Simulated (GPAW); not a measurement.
The system is AlNi.

```xyz
2
Lattice="2.8810 0.0000 0.0000 0.0000 2.8810 0.0000 0.0000 0.0000 2.8810" Properties=species:S:1:pos:R:3 pbc="T T T"
Ni    1.4405    1.4405    1.4405
Al    0.0000    0.0000    0.0000
```

Base run:

- Program: GPAW 26.7.0
- Functional: PBEsol
- Potentials or basis: PAW data sets generated in the run's folder for this functional
- Cutoff: 600 eV
- Basis: pw
- k mesh: 9 × 9 × 9
- Occupations: fermi-dirac, width 0.05 eV
- Spin: collinear spin, ferromagnetic start
- Starting moments: [1.0, 0.0] μB

Its results: pressure -2.3 GPa; net moment 0.00 μB per cell.

Q: The run is repeated on the same cell with these changes: hubbard terms from none to Ni d U = 3 eV. What comes out?

A: Pressure -4.4 GPa; net moment 0.00 μB per cell.

Caveats: the stock nickel data set gives pressures a few GPa off other programs; the U is typed as a test and isn't derived for this compound (some runs).
